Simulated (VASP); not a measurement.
Crystal: Pt.

```
CELL_PARAMETERS angstrom
2.77437 0.00000 0.00000
-1.38718 2.40267 0.00000
0.00000 0.00000 4.53054
ATOMIC_POSITIONS crystal
Pt 0.33333 0.66667 0.25000
Pt 0.66667 0.33333 0.75000
```

This isn't the form of Pt at room conditions, which is fcc.

- Program: VASP 6.6.1
- Task: relaxation of cell and atoms
- Functional: PBEsol
- Potentials or basis: VASP PAW PBE potentials, release 64 (Pt)
- Cutoff: 300 eV
- k mesh: 18 × 18 × 10
- Occupations: gaussian, width 0.1 eV
- Spin: no spin polarisation

At the start: pressure -0.6 GPa; volume 15.10 Å³/atom.

Question: Where does the relaxation end?

Answer: Over 8 steps the energy falls by 18.3 meV/atom and the volume is 15.08 Å³/atom (-0.1 %); space group P6_3/mmc (No. 194, to 0.05 Å).

Step by step:
| step | energy change (eV) | largest force (eV/Å) | pressure (GPa) | volume (Å³) |
| --- | --- | --- | --- | --- |
| 1 | 0.0000 | 0.0000 | -0.63 | 30.20 |
| 2 | -0.0324 | 0.0000 | 2.01 | 29.92 |
| 3 | -0.0336 | 0.0000 | 2.86 | 29.85 |
| 4 | -0.0176 | 0.0000 | -6.32 | 30.95 |
| 5 | -0.0366 | 0.0000 | 0.05 | 30.16 |
| 6 | -0.0366 | 0.0000 | 0.10 | 30.15 |
| 7 | -0.0366 | 0.0000 | -0.04 | 30.16 |
| 8 | -0.0366 | 0.0000 | 0.00 | 30.16 |

Final structure:
```xyz
2
Lattice="2.7217 0.0000 0.0000 -1.3609 2.3571 0.0000 0.0000 0.0000 4.7012" Properties=species:S:1:pos:R:3 pbc="T T T"
Pt    0.0000    1.5714    1.1753
Pt    1.3609    0.7857    3.5259
```

Caveat: the PAW data sets were made with another functional, which shifts forces and pressure a little.
